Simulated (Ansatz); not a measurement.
Input, command and steps of an Ansatz relaxation.

```yaml
crystal:
  lattice:
    - [4.5965525952, 0.0, 0.0]
    - [0.0, 4.5965525952, 0.0]
    - [0.0, 0.0, 3.0772511917]
  atoms:
    - { symbol: Zn, position: [0.0, 0.0, 0.0] }
    - { symbol: Zn, position: [0.5, 0.5, 0.5] }
    - { symbol: F, position: [0.3026010579, 0.3026010579, 0.0] }
    - { symbol: F, position: [0.1973989421, 0.8026010579, 0.5] }
    - { symbol: F, position: [0.6973989421, 0.6973989421, 0.0] }
    - { symbol: F, position: [0.8026010579, 0.1973989421, 0.5] }
basis:
  ecutwfc: 500
kpoints:
  mp_grid: { grid: [6, 6, 8] }
hamiltonian:
  xc: r2scan
scf:
  occupations: { method: gaussian, width: 0.02 }
output:
  forces: true
  stress: true
  eigenvalues: true
relax:
  adjacent_minimum: "off"
  f_tol: 0.01
  max_steps: 30
  cell: { stress_tol: 0.1, fix: [volume] }
```

```bash
ansatz run input.yaml --threads 1 --pin off --max-ram 2560MiB --backend cpu --events-out ev --progress --plain --runs-dir out
```

Computed with DFT r2SCAN, scalar-relativistic, plane waves, PAW in Ansatz 0.2.0.

The volume is held at 0.94 times that of the relaxed cell.

Of 4 frames 3 are shown, positions in Å and forces in eV/Å; the SCF threshold varies from step to step. Steps run on the plane waves of an earlier cell, with a Pulay correction in the pressure. The basis is chosen afresh for the last frame, the zero of the energies, and at times for earlier ones too; energy and pressure step there, also at an unchanged geometry.

```xyz
6
Lattice="4.5966 0.0000 0.0000 0.0000 4.5966 0.0000 0.0000 0.0000 3.0773" Properties=species:S:1:pos:R:3:forces:R:3 pbc="T T T" step=1 free_energy_over_end_meV_per_atom=0.15 pressure_GPa=8.52
Zn    0.0000    0.0000    0.0000    0.0000    0.0000    0.0000
Zn    2.2983    2.2983    1.5386    0.0000    0.0000    0.0000
F     1.3909    1.3909    0.0000   -0.0321   -0.0321    0.0000
F     0.9074    3.6892    1.5386    0.0321   -0.0321    0.0000
F     3.2056    3.2056    0.0000    0.0321    0.0321    0.0000
F     3.6892    0.9074    1.5386   -0.0321    0.0321    0.0000
6
Lattice="4.5938 0.0000 0.0000 0.0000 4.5938 0.0000 0.0000 0.0000 3.0810" Properties=species:S:1:pos:R:3:forces:R:3 pbc="T T T" step=2 free_energy_over_end_meV_per_atom=0.09 pressure_GPa=8.48
Zn    0.0000    0.0000    0.0000    0.0000    0.0000    0.0000
Zn    2.2969    2.2969    1.5405    0.0000    0.0000    0.0000
F     1.3901    1.3901    0.0000   -0.0280   -0.0280    0.0000
F     0.9068    3.6869    1.5405    0.0280   -0.0280    0.0000
F     3.2037    3.2037    0.0000    0.0280    0.0280    0.0000
F     3.6869    0.9068    1.5405   -0.0280    0.0280    0.0000
6
Lattice="4.5867 0.0000 0.0000 0.0000 4.5867 0.0000 0.0000 0.0000 3.0905" Properties=species:S:1:pos:R:3:forces:R:3 pbc="T T T" step=4 free_energy_over_end_meV_per_atom=0.00 pressure_GPa=8.37
Zn    0.0000    0.0000    0.0000    0.0000    0.0000    0.0000
Zn    2.2933    2.2933    1.5453    0.0000    0.0000    0.0000
F     1.3858    1.3858    0.0000    0.0046    0.0046    0.0000
F     0.9075    3.6792    1.5453   -0.0046    0.0046    0.0000
F     3.2008    3.2008    0.0000   -0.0046   -0.0046    0.0000
F     3.6792    0.9075    1.5453    0.0046   -0.0046    0.0000
```

It took 57 s on 1 thread of Arm Neoverse V1, with other jobs on the host, peak memory 0.53 GiB.